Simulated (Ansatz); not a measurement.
## Al: relaxation of cell and atoms with PBEsol

Crystal: Al.

```xyz
1
Lattice="-1.5912 1.5912 1.5912 1.5912 -1.5912 1.5912 1.5912 1.5912 -1.5912" Properties=species:S:1:pos:R:3 pbc="T T T"
Al    0.0000    0.0000    0.0000
```

This isn't the form of Al at room conditions, which is fcc.

```
Program               : Ansatz 0.2.0
Task                  : relaxation of cell and atoms
Functional            : PBEsol
Potentials or basis   : Ansatz PAW
Cutoff                : 420 eV (not typed: the program's choice for these potentials)
k mesh                : 12 × 12 × 12
Occupations           : fermi-dirac, width 0.05 eV
Spin                  : no spin polarisation
Target pressure       : 5 GPa
Target pressure (GPa) : 5
```

```yaml
Relaxed_volume: 15.62 Å³/atom
Relaxed_cell: a = 2.727 Å, b = 2.727 Å, c = 2.727 Å, α = 109.47°, β = 109.47°, γ = 109.47°
Space_group_after_relaxing_to_0.05_Å: Im-3m (No. 229)
Energy_change_on_relaxing_the_enthalpy_is_what_falls: +11.1 meV/atom
Ionic_steps: 4
Pressure_after_relaxing: 5.0 GPa
Band_gap_on_the_k_mesh: none (metal or under the smearing width)
```

The path:
| step | energy change (eV) | largest force (eV/Å) | volume (Å³) |
| --- | --- | --- | --- |
| 1 | 0.0000 | 0.0000 | 16.12 |
| 2 | 0.0128 | 0.0000 | 15.56 |
| 3 | 0.0110 | 0.0000 | 15.62 |
| 4 | 0.0111 | 0.0000 | 15.62 |

Final structure:
```
CELL_PARAMETERS angstrom
-1.57467 1.57467 1.57467
1.57467 -1.57467 1.57467
1.57467 1.57467 -1.57467
ATOMIC_POSITIONS crystal
Al 0.00000 0.00000 0.00000
```

Levels at points of the mesh, in eV from the Fermi level:
```tsv
k point	band 1	band 2	band 3	band 4
(0.00, 0.00, 0.00)	-11.50	13.48	13.48	13.48
(0.00, 0.00, -0.50)	-4.51	-3.91	8.35	8.59
(-0.50, -0.50, -0.50)	1.97	1.97	1.97	2.89
```

It took 1.3 s on 2 threads of Arm Neoverse V2 (shared host), peak memory 0.26 GiB.

Caveat: the plane-wave basis is chosen anew once the cell has moved, so the energies of steps on either side of that aren't comparable; the PAW data sets come from PBE, with cores solved anew for the run's functional, which leaves a small shift of forces and pressure.
